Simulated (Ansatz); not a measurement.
Input deck for Ansatz 0.2.0, then the block of the output on the nuclei.

The cell is a COD entry, relaxed with PBE at fixed cell and then changed (volume scaled by 1.02, ions relaxed).

```yaml
crystal:
  lattice:
    - [3.6087424138, 0.0, 0.0]
    - [-1.8043712069, 3.1252626061, 0.0]
    - [0.0, 0.0, 15.6026519982]
  atoms:
    - { symbol: Ga, position: [0.3333333333, 0.6666666667, 0.1710183689] }
    - { symbol: Ga, position: [0.6666666667, 0.3333333333, 0.6710183689] }
    - { symbol: Ga, position: [0.3333333333, 0.6666666667, 0.3289816311] }
    - { symbol: Ga, position: [0.6666666667, 0.3333333333, 0.8289816311] }
    - { symbol: S, position: [0.3333333333, 0.6666666667, 0.6008025009] }
    - { symbol: S, position: [0.6666666667, 0.3333333333, 0.1008025009] }
    - { symbol: S, position: [0.3333333333, 0.6666666667, 0.8991974991] }
    - { symbol: S, position: [0.6666666667, 0.3333333333, 0.3991974991] }
kpoints:
  mp_grid: { grid: [14, 14, 3] }
scf:
  occupations: { method: fermi_dirac, width: 0.02 }
hamiltonian:
  xc: pbe
  pseudopotentials: { kind: paw }
output:
  forces: true
  stress: true
  populations: true
  efg:
    quadrupole_moments_barn: { Ga: 0.107, S: -0.0694 }
    contact_densities: true
  write_density: true
  write_potential: true
  elf: true
  volumetric_format: npy
relax:
  f_tol: 0.02
  max_steps: 60
```

```sh
ansatz run input.yaml --threads 1 --pin off --max-ram 3072MiB --backend cpu --events-out ev --progress --plain --runs-dir out
```

The run relaxes the ions first, and the block belongs to the relaxed positions.

Of the output, the block on the nuclei alone is shown; the set-up, the SCF iterations, energies, forces and stress are cut.

```
--- PAW observables at the nuclei: V_zz in 10²¹ V/m², potentials from the cell's mean, atoms counted from 1 ---
  atom   1  Ga V_zz =    -7.758957   η = 0.0000   by run symmetry: allowed   C_q = -20.0744 MHz
            electrostatic potential = -4128.823070 V   contact ρ = 187418.193648 e/Å³
  atom   2  Ga V_zz =    -7.758957   η = 0.0000   by run symmetry: allowed   C_q = -20.0744 MHz
            electrostatic potential = -4128.823070 V   contact ρ = 187418.193648 e/Å³
  atom   3  Ga V_zz =    -7.758957   η = 0.0000   by run symmetry: allowed   C_q = -20.0744 MHz
            electrostatic potential = -4128.823070 V   contact ρ = 187418.193648 e/Å³
  atom   4  Ga V_zz =    -7.758957   η = 0.0000   by run symmetry: allowed   C_q = -20.0744 MHz
            electrostatic potential = -4128.823070 V   contact ρ = 187418.193648 e/Å³
  atom   5  S  V_zz =    -5.914074   η = 0.0000   by run symmetry: allowed   C_q = +9.9243 MHz
            electrostatic potential = -1632.260047 V   contact ρ = 19769.508268 e/Å³
  atom   6  S  V_zz =    -5.914074   η = 0.0000   by run symmetry: allowed   C_q = +9.9243 MHz
            electrostatic potential = -1632.260047 V   contact ρ = 19769.508268 e/Å³
  atom   7  S  V_zz =    -5.914074   η = 0.0000   by run symmetry: allowed   C_q = +9.9243 MHz
            electrostatic potential = -1632.260047 V   contact ρ = 19769.508268 e/Å³
  atom   8  S  V_zz =    -5.914074   η = 0.0000   by run symmetry: allowed   C_q = +9.9243 MHz
            electrostatic potential = -1632.260047 V   contact ρ = 19769.508268 e/Å³
```

The relaxation (3 steps) took 41 s of wall time (41 s of CPU time) and 0.69 GiB at its peak, on 1 thread of Intel Xeon 6975P-C (Granite Rapids) (x86_64; 16 cores open to the job, memory cap 3.0 GiB, no GPU), a shared host with a load of 0.6 a core.
